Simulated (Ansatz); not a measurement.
MoS2, a slab with vacuum:

```
Mo S
1.0
     3.18372    0.00000    0.00000
    -1.59186    2.75718    0.00000
     0.00000    0.00000   34.47924
Mo S
4 8
Direct
  0.33333 0.66667 0.09356
  0.33333 0.66667 0.72090
  0.66667 0.33333 0.27910
  0.66667 0.33333 0.90644
  0.66667 0.33333 0.04855
  0.66667 0.33333 0.67591
  0.33333 0.66667 0.23409
  0.33333 0.66667 0.86143
  0.66667 0.33333 0.13857
  0.66667 0.33333 0.76591
  0.33333 0.66667 0.32409
  0.33333 0.66667 0.95145
```

| Property | Result |
| --- | --- |
| Program | Ansatz 0.2.0 |
| Task | single point |
| Functional | PBEsol |
| Potentials or basis | Ansatz PAW |
| Cutoff | 420 eV (not typed: the program's choice for these potentials) |
| k mesh | 10 × 10 × 1 |
| Occupations | fermi-dirac, width 0.05 eV |
| Spin | no spin polarisation |

On this cell: largest force 0.147 eV/Å; band gap on the k mesh 1.22 eV, indirect (least direct gap 1.87 eV).

The same run follows on a disturbed copy (atoms moved at random, drawn with an rms of 0.05 Å):

```
Mo S
1.0
     3.18372    0.00000    0.00000
    -1.59186    2.75718    0.00000
     0.00000    0.00000   34.47924
Mo S
4 8
Direct
  0.33316 0.67437 0.09329
  0.33496 0.67339 0.72135
  0.67294 0.35143 0.27968
  0.68250 0.35293 0.90571
  0.66339 0.33855 0.04908
  0.65473 0.34214 0.67619
  0.32906 0.66127 0.23545
  0.33351 0.66894 0.86176
  0.66852 0.33572 0.13970
  0.68024 0.34847 0.76503
  0.33940 0.65420 0.32433
  0.33840 0.66230 0.95154
```

**Question.** What does the disturbed cell give?

**Answer.** The energy moves by +15.1 meV/atom; largest force 1.636 eV/Å; band gap on the k mesh 1.03 eV, indirect (least direct gap 1.68 eV).

Forces on the atoms (eV/Å):
```
Mo   0.071 -0.203  1.106
Mo  -0.180  0.330 -0.802
Mo   0.556 -1.528  0.177
Mo  -0.207 -1.120  0.969
S    0.054  0.075 -0.263
S    0.434 -0.080  0.125
S   -0.040  0.683 -0.416
S    0.241  0.522 -0.492
S   -0.123  0.128 -0.845
S   -0.255 -0.250  0.695
S   -0.515  0.846  0.219
S   -0.036  0.598 -0.472
```

Stress tensor (GPa, compression positive):
```
-1.91 -0.06 -1.31
-0.06 -2.90  0.13
-1.31  0.13  0.25
```

Caveats: the PAW data sets come from PBE, with cores solved anew for the run's functional, which leaves a small shift of forces and pressure.

A k mesh can miss the band edges.
